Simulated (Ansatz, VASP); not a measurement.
## MoS2: VASP beside Ansatz

Aim: how closely do two programs agree when they are given the same cell, functional and k mesh? The cell is taken from a series of runs on this material, whose earlier steps may have relaxed, scaled, displaced or heated it; both programs get it as it stands.

Program: Ansatz 0.2.0. Level of theory: plane waves, with VASP 6.6.1 beside it; single point at PBEsol. Results are calculated unless marked as measured.

## (1) The starting structure

The cell holds 3 atoms: 1 Mo and 2 S. Cell: a = 3.140 Å, b = 3.140 Å, c = 30.263 Å, α = 90.0°, β = 90.0°, γ = 120.0°. Vacuum lies along c.

As a file:

```xyz
3
Lattice="-2.7197 1.5702 0.0000 0.0000 -3.1404 0.0000 0.0000 0.0000 30.2634" Properties=species:S:1:pos:R:3
Mo    0.0000    0.0000    9.4543
S    -0.9066   -1.5702   11.0127
S    -0.9066   -1.5702    7.8959
```

## (2) VASP: single point, PBEsol

With cell and atoms fixed, the geometry can't cause a difference; cores, projectors, grids and the points listed under the comparison can.

Lines of VASP's logs that name or quote its potential files are left out, and so is its time.

The input, INCAR:

```
SYSTEM = MoS2
PREC = Accurate
ENCUT = 400
EDIFF = 1E-06
NELM = 120
ISMEAR = 0
SIGMA = 0.08
LREAL = .FALSE.
ALGO = Normal
GGA = PS
NBANDS = 19
LASPH = .TRUE.
LORBIT = 11
LWAVE = .FALSE.
LCHARG = .FALSE.
ISIF = 2
LDIPOL = .TRUE.
IDIPOL = 3
DIPOL = 0.5 0.5 0.312
LVHAR = .TRUE.
GGA_COMPAT = .FALSE.
EFERMI = MIDGAP
NELMDL = -8
```

The input, POSCAR:

```
MoS2
1.0
   -2.7196909900      1.5702143300      0.0000000000
    0.0000000000     -3.1404286500      0.0000000000
    0.0000000000      0.0000000000     30.2634131400
Mo S
1 2
Direct
    0.0000000000      0.0000000000      0.3124002101
    0.3333333333      0.6666666667      0.3638940654
    0.3333333333      0.6666666667      0.2609063547
```

The input, KPOINTS:

```
Automatic mesh
0
Gamma
12 12 1
0 0 0
```

The projector-augmented-wave data sets are Mo_sv and S (PBE family, release 64).

Run with:

```console
> mpirun -np 1 vasp_std
```

Numbers of over 12 decimals in the logs are rounded to 6 here.

The log of the run:

```text
[banner, memory and clock lines left out]
running    1 mpi-ranks, on    1 nodes
 distrk:  each k-point on    1 cores,    1 groups
 distr:  one band on    1 cores,    1 groups

 POSCAR found type information on POSCAR MoS
 POSCAR found :  2 types and       3 ions
|                                                                             |
|               ----> ADVICE to this user running VASP <----                  |
|                                                                             |
|     You enforced a specific xc type in the INCAR file but a different       |
|     [... a line on the potential file left out ...]
|     I HOPE YOU KNOW WHAT YOU ARE DOING!                                     |
|                                                                             |

 LDA part: xc-table for (Slater+PW92), standard interpolation
 POSCAR, INCAR and KPOINTS ok, starting setup
 FFT: planning ... GRIDC
 FFT: planning ... GRID_SOFT
 FFT: planning ... GRID
 WAVECAR not read
 entering main loop
       N       E                     dE             d eps       ncg     rms          rms(c)
DAV:   1     0.135238053769E+03    0.13524E+03   -0.11839E+04  1026   0.838E+02
DAV:   2    -0.131713448305E+02   -0.14841E+03   -0.14491E+03  1013   0.201E+02
DAV:   3    -0.247506590052E+02   -0.11579E+02   -0.11539E+02  1003   0.532E+01
DAV:   4    -0.248839720430E+02   -0.13331E+00   -0.13295E+00   947   0.651E+00
DAV:   5    -0.248868424642E+02   -0.28704E-02   -0.28701E-02   978   0.896E-01
DAV:   6    -0.248869428488E+02   -0.10038E-03   -0.10038E-03  1000   0.149E-01
DAV:   7    -0.248869470249E+02   -0.41761E-05   -0.41761E-05   984   0.271E-02
DAV:   8    -0.248869472405E+02   -0.21565E-06   -0.21562E-06   939   0.572E-03    0.260E+01
DAV:   9    -0.237935015433E+02    0.10934E+01   -0.99657E+00   772   0.199E+01    0.892E+00
DAV:  10    -0.236353253983E+02    0.15818E+00   -0.49805E+00   813   0.129E+01    0.613E+00
DAV:  11    -0.234265632710E+02    0.20876E+00   -0.10923E+00   807   0.644E+00    0.164E+00
DAV:  12    -0.234271305029E+02   -0.56723E-03   -0.41367E-02   887   0.122E+00    0.920E-01
DAV:  13    -0.234227000616E+02    0.44304E-02   -0.22874E-02   825   0.987E-01    0.134E-01
DAV:  14    -0.234224476440E+02    0.25242E-03   -0.79335E-04   817   0.195E-01    0.558E-02
[...]
DAV:  19    -0.234228356608E+02   -0.10767E-03   -0.91888E-06   919   0.160E-02    0.709E-03
DAV:  20    -0.234228680417E+02   -0.32381E-04   -0.17515E-06   740   0.661E-03    0.237E-03
DAV:  21    -0.234229053076E+02   -0.37266E-04   -0.25646E-06   744   0.614E-03    0.294E-03
DAV:  22    -0.234229158565E+02   -0.10549E-04   -0.32427E-07   670   0.305E-03    0.555E-04
DAV:  23    -0.234229237731E+02   -0.79166E-05   -0.22605E-07   618   0.144E-03    0.562E-04
DAV:  24    -0.234229279585E+02   -0.41855E-05   -0.11373E-07   654   0.943E-04    0.302E-04
DAV:  25    -0.234229296611E+02   -0.17026E-05   -0.28423E-08   564   0.510E-04    0.268E-04
DAV:  26    -0.234229304645E+02   -0.80335E-06   -0.79158E-09   478   0.363E-04
   1 F= -.23422930E+02 E0= -.23422930E+02  d E =-.257010E-58
```

OUTCAR, selected parts (step 2):

```text
ion  position               nearest neighbor table
   1  0.000  0.000  0.312-   2 2.39   2 2.39   3 2.39   2 2.39   3 2.39   3 2.39
   2  0.333  0.667  0.364-   1 2.39   1 2.39   1 2.39
   3  0.333  0.667  0.261-   1 2.39   1 2.39   1 2.39

  LATTYP: Found a hexagonal cell.
 ALAT       =     3.1404286528
 C/A-ratio  =     9.6367141196

 Subroutine GETGRP returns: Found 12 space group operations
 (whereof  6 operations were pure point group operations)

The static configuration has the point symmetry C_3v.
 The point group associated with its full space group is D_3h.

 Found     19 irreducible k-points:

   k-points           NKPTS =     19   k-points in BZ     NKDIM =     19   number of bands    NBANDS=     19

   dimension x,y,z NGX =    20 NGY =   20 NGZ =  200
   dimension x,y,z NGXF=    40 NGYF=   40 NGZF=  400

   ENCUT  =  400.0 eV  29.40 Ry    5.42 a.u.   5.12  5.12 49.35*2*pi/ulx,y,z

   NELECT =      26.0000    total number of electrons

 k-points in reciprocal lattice and weights: Automatic mesh
   0.00000000  0.00000000  0.00000000       0.007
   0.08333333  0.00000000  0.00000000       0.042
   0.16666667  0.00000000  0.00000000       0.042
   0.25000000  0.00000000  0.00000000       0.042
   0.33333333  0.00000000  0.00000000       0.042
   0.41666667  0.00000000  0.00000000       0.042
   0.50000000  0.00000000  0.00000000       0.021
   0.08333333  0.08333333  0.00000000       0.042
   0.16666667  0.08333333  0.00000000       0.083
[...]
0.33333333  0.25000000  0.00000000       0.083
   0.33333333  0.33333333  0.00000000       0.014

 dipolmoment           0.000000      0.000000      0.000005 electrons x Angstroem

 average (electrostatic) potential at core
       1 -84.5528       2 -94.5533       3 -94.5533

 E-fermi :  -2.4068

 k-point     1 :       0.0000    0.0000    0.0000
  band No.  band energies     occupation
    ...
      9      -5.9287      2.00000
     10      -5.1692      2.00000
     11      -4.7702      2.00000
     12      -4.7702      2.00000
     13      -3.3921      2.00000
     14      -0.4129      0.00000
     15      -0.4129      0.00000
     16      -0.1385      0.00000
     17      -0.1385      0.00000
     18       2.2039      0.00000
    ...

 k-point     2 :       0.0833    0.0000    0.0000
  band No.  band energies     occupation
    ...
      9      -5.8138      2.00000
     10      -5.6429      2.00000
     11      -4.9434      2.00000
     12      -4.4638      2.00000
     13      -3.4353      2.00000
     14      -0.5584      0.00000
     15      -0.4501      0.00000
     16      -0.2638      0.00000
     17      -0.2229      0.00000
     18       2.3842      0.00000
    ...

 k-point     3 :       0.1667    0.0000    0.0000
  band No.  band energies     occupation
    ...
      9      -6.3125      2.00000
     10      -5.4936      2.00000
     11      -5.3495      2.00000
     12      -4.3848      2.00000
     13      -3.6531      2.00000
     14      -0.9463      0.00000
     15      -0.6202      0.00000
     16      -0.5524      0.00000
     17       0.2090      0.00000
     18       2.8076      0.00000
    ...

  Total       -0.0810819     -0.0810819     -0.0985098      0.0000000      0.0000000      0.0000000
  in kB       -0.5025836     -0.5025836     -0.6106099      0.0000000      0.0000000      0.0000000
  external PRESSURE =      -0.5385923 kB  Pullay stress =       0.0000000 kB

  energy-cutoff  :      400.00
  volume of cell :      258.48
      direct lattice vectors                 reciprocal lattice vectors
    -2.719690990  1.570214330  0.000000000    -0.367688831  0.000000000  0.000000000
     0.000000000 -3.140428650  0.000000000    -0.183844416 -0.318427868  0.000000000
     0.000000000  0.000000000 30.263413140     0.000000000  0.000000000  0.033043200

 POSITION                                       TOTAL-FORCE (eV/Angst)
 -----------------------------------------------------------------------------------
      0.00000      0.00000      9.45430         0.000000     -0.000000      0.000000
     -0.90656     -1.57021     11.01268         0.000000      0.000000      0.005072
     -0.90656     -1.57021      7.89592        -0.000000      0.000000     -0.005072
 -----------------------------------------------------------------------------------
    total drift:                                0.000000     -0.000000      0.000089

  FREE ENERGIE OF THE ION-ELECTRON SYSTEM (eV)
  ---------------------------------------------------
  free  energy   TOTEN  =       -23.4229304645 eV

  energy  without entropy=      -23.4229304645  energy(sigma->0) =      -23.42293046

 vacuum level on the upper side and lower side of the slab         2.627         2.627

 total charge
# of ion       s       p       d       tot
------------------------------------------
    1        2.300   6.233   3.992  12.525
    2        1.357   2.329   0.000   3.686
    3        1.357   2.329   0.000   3.686
--------------------------------------------------
tot          5.014  10.891   3.992  19.898

[... 3 further parts left out ...]
```

This run has no spin polarisation, so a moment on Mo, if there is one, isn't seen.

## (3) Ansatz: single point, PBEsol

Ansatz runs on its default PAW (the set named soft_2) files.

The same cell, functional, mesh and smearing now go to Ansatz, which takes its cutoff from its data sets.

The input, input.yaml:

```yaml
crystal:
  lattice:
    - [-2.71969099, 1.57021433, 0.0]
    - [0.0, -3.14042865, 0.0]
    - [0.0, 0.0, 30.26341314]
  atoms:
    - { symbol: Mo, position: [0.0, 0.0, 0.3124002101] }
    - { symbol: S, position: [0.3333333333, 0.6666666667, 0.3638940654] }
    - { symbol: S, position: [0.3333333333, 0.6666666667, 0.2609063547] }
  periodic: [true, true, false]
kpoints:
  mp_grid: { grid: [12, 12, 1] }
  band_path:
    path:
      - [0.0, 0.0, 0.0]
      - [0.5, 0.0, 0.0]
      - [0.33333333, 0.33333333, 0.0]
      - [0.0, 0.0, 0.0]
    npoints: 10
hamiltonian:
  xc: pbesol
scf:
  occupations: { method: gaussian, width: 0.08 }
  n_extra_bands: 19
  max_iter: 150
  lower_state_search: "off"
output:
  eigenvalues: true
  forces: true
  stress: true
  fatbands: true
  write_density: true
  write_potential: true
  elf: true
  volumetric_format: npy
```

Run with:

```console
> ansatz run input.yaml --threads 4 --pin off --max-ram 14745MiB --backend cpu --events-out ev --progress --plain --runs-dir out
```

The log of the run:

```text
scf.n_extra_bands = 19 over 13 filled bands (N_el = 26.0): the run solves 32 bands
Engine: ansatz 0.2.0, aarch64-unknown-linux-gnu
Pseudopotentials: kind: paw
Pseudopotential: Mo, paw, valence charge 14, recommended cutoff 420 eV (normal), Mo.paw.azcp
Pseudopotential: S, paw, valence charge 6, recommended cutoff 420 eV (normal), S.paw.azcp
Functional definition: PBEsol
  exchange = pbesol_x
  correlation = pbesol_c
Crystal: 3 atoms, lattice volume = 258.480 Å³
Basis set: ecut = 420 eV, 5009 PW (Γ), exchange–correlation on 48×48×432 points (8 copies of the dense FFT grid, shifted against one another)
Bands: 32, of which v1, the nominal top of the filled ones, is band 13 counted from 1 (12 counted from 0)
Symmetry: 12 space group operations
Space group: P-6m2 (ITA 187), of the structure as read, at distance tolerance 6.4e-5 Å
k-points: 19 of 144 (time reversal used)
Non-local potential: Mo, projectors of the file, l = 0: 3, l = 1: 2, l = 2: 2, l = 3: 1
Non-local potential: S, projectors of the file, l = 0: 2, l = 1: 2, l = 2: 2
PAW form: soft (Blöchl's): semilocal exchange-correlation on the pseudo side does not see the compensation charge
PAW frozen core: Mo, regenerated for the run's functional, and the local potential with it (the file was generated under x = pbe(κ = 0.804, μ = 0.219515), c = pbe(β = 0.066725))
PAW frozen core: S, regenerated for the run's functional, and the local potential with it (the file was generated under x = pbe(κ = 0.804, μ = 0.219515), c = pbe(β = 0.066725))
PAW one-centre angular grid: Mo, 590 points (default); XC on 64 Gauss nodes
PAW one-centre angular grid: S, 110 points (default); XC on 64 Gauss nodes
Initial density: superposition of atomic densities (neutral atoms: chi_scale 0, normalization atom), corrected by the library's trained network
Initial wavefunctions: pseudopotential atomic-orbital guess
Functional: x = pbesol(κ = 0.804, μ = 0.123457), c = pbesol(β = 0.046)
SCF iter   1: F=—  HF=-6670.139358 eV  |F-HF|=—  |Δ(HF+E_count)|=         —  Δρ=3.33e-3  dr2=3.78e-2  ethr=1.77e-3  ⟨swp⟩=12.5  Hψ=5508  notcnv=0  defer=135
preconditioner: auto → none  [insulator: Δε(μ)=1.804 eV  Ē_g=13.805 eV  σ=0.080 eV  W_gap=1.00  n_scr=16 (ndim 8)  ℏωp=9.8 eV  f_vac=0.767  D(μ)=0.00/eV (n_scr^D=0)  ε∞_Penn≈1.5]
SCF iter   2: F=—  HF=-6670.160901 eV  |F-HF|=—  |Δ(HF+E_count)|=   2.15e-2  Δρ=4.39e-3  dr2=1.52e-1  ethr=1.45e-4  ⟨swp⟩=3.5  Hψ=1171  notcnv=0  defer=269
SCF iter   3: F=—  HF=-6670.140897 eV  |F-HF|=—  |Δ(HF+E_count)|=   2.00e-2  Δρ=1.32e-3  dr2=5.31e-3  ethr=1.45e-4  ⟨swp⟩=2.6  Hψ=579  notcnv=0  defer=269
SCF iter   4: F=—  HF=-6670.142058 eV  |F-HF|=—  |Δ(HF+E_count)|=   1.16e-3  Δρ=3.33e-4  dr2=1.00e-4  ethr=2.04e-5  ⟨swp⟩=3.1  Hψ=709  notcnv=0  defer=270
SCF iter   5: F=—  HF=-6670.142201 eV  |F-HF|=—  |Δ(HF+E_count)|=   1.42e-4  Δρ=7.82e-5  dr2=2.21e-5  ethr=3.85e-7  ⟨swp⟩=3.9  Hψ=855  notcnv=0  defer=270
SCF iter   6: F=—  HF=-6670.142174 eV  |F-HF|=—  |Δ(HF+E_count)|=   2.65e-5  Δρ=1.38e-5  dr2=5.25e-7  ethr=8.48e-8  ⟨swp⟩=2.7  Hψ=772  notcnv=0  defer=284
SCF iter   7: F=-6670.142174 eV  HF=-6670.142174 eV  |F-HF|=4.27e-8  |Δ(HF+E_count)|=   5.36e-8  Δρ=3.62e-6  dr2=1.42e-8  ethr=3.85e-10  ⟨swp⟩=33.3  Hψ=8667  notcnv=0
SCF 1 converged in 7 iterations: F = -6670.142174 eV  dr2 = 1.42e-8
  greatest PAW one-centre occupation: 0.999 electrons in one spin orbital (limit 2), on the Mo atom at site 0 (counted from 0), in its partial waves of l = 0
NSCF: frozen V_eff on 31 k-points
SCF converged after 7 iterations
Free energy (F): -6670.142174 eV
Harris-Foulkes:  -6670.142174 eV  (|F-HF|=4.27e-8)
Internal energy: -6670.142174 eV  (E = F + TS)
E sigma→0 (E₀):  -6670.142174 eV
Fermi energy:    -5.065056 eV
--- Per-component energies (eV) ---
  E_band       = -576.732792
  E_kinetic    = 656.645246
  E_local      = -45767.169769  (includes V_loc(G=0)·N_el)
  E_nonlocal   = 201.397686
  E_hartree    = 22445.832666
  E_xc         = -375.680307
  E_vxc        = -404.538083  (∫ρ·V_xc dr)
  E_paw        = -4311.919926  (= ΣΔE_a)
  E_vpaw       = -154.739668  (= ΣTr[D̂ρ^β])
  E_aug_tail   = 0.000032  (compensation charges beyond the density's cutoff)
  E_ewald      = 20480.419000
  E_core_change = 0.333198  (= ΣΔE_core)
  E_smearing   = -0.000000  (= −TS)
  E_closure    = -0.000000  (closes the sum)
  Σ components = -6670.142174   (vs F -6670.142174, Δ=0.00e0)
--- Forces (eV/Å), atoms counted from 1 ---
  atom   1  Mo     0.00000000     0.00000000     0.00000000
  atom   2  S     -0.00000000     0.00000000     0.00068589
  atom   3  S     -0.00000000     0.00000000    -0.00068589
  max |Σ_I F_I| component: 5.44e-17 eV/Å
--- 2D stress c σ (N/m, compression-positive) ---
        0.006130       0.000000       0.000000
        0.000000       0.006130       0.000000
        0.000000       0.000000       0.000000
  P = ½ c Tr σ = 0.0061 N/m
--- Band table (eV; the first three rows and the last of 19) ---
  k-point 0: bands = [... 9 lower, -7.8161, -7.4267, -7.4267, -6.0405, -3.0711, -3.0711, -2.7944, -2.7944, ... 15 higher]
  k-point 1: bands = [... 9 lower, -8.2928, -7.5996, -7.1149, -6.0834, -3.2185, -3.1066, -2.9200, -2.8814, ... 15 higher]
  k-point 2: bands = [... 9 lower, -8.1507, -8.0051, -7.0301, -6.3010, -3.6039, -3.2852, -3.2089, -2.4502, ... 15 higher]
  k-point 18: bands = [... 9 lower, -9.5308, -8.9140, -8.1439, -5.9684, -4.1617, -2.9125, -2.2530, -0.8385, ... 15 higher]
  ° read free of the cell's end (the report's vacuum.weakly_bound_levels)
```

The column dr2 measures how far the density is from self-consistency, as an energy; F and HF (Harris–Foulkes) agree once it is small.

## (4) Comparison

Known differences besides the potentials themselves: Ansatz cuts the interaction across the vacuum, VASP repeats the sheet with a dipole correction; the cutoff is 420 eV in Ansatz and 400 eV in VASP; Ansatz makes its cores anew for this functional, VASP keeps those of its PBE data sets. Total energies have different zeros and are not compared.

Both answers:

```csv
quantity,Ansatz,VASP,difference
gap on the k mesh (eV),1.807,1.812,-0.005
```

At this near-relaxed geometry the largest component of a force difference is 4 meV/Å. A gap on the mesh is an upper bound, since the band edges may lie between its points. With vacuum in the cell, a pressure given here is an average over mostly empty space and none of the material.

## (5) Outcome

| Quantity | Value |
| --- | --- |
| difference in gap on the k mesh (single point, PBEsol) | -0.0051 eV |

**Reading.** The difference in gap on the k mesh is -0.0051 eV (single point, PBEsol), within the 0.08 eV picked in this series as the mark of a large difference. How closely two codes agree says nothing of how well the functional describes the real material.

[Lines on the potential files, build, host, timing and source positions are cut from VASP's logs without a mark.]

[Logs are printed without paths, hosts, clocks, repeated set-up lines and the standing remarks that a program may print on its own settings, such as how far it seeks lower states.]

[Hosts, paths, dates, database ids (printed as entryN), source tags and the programs' standing remarks are cut or masked in the printed files.]
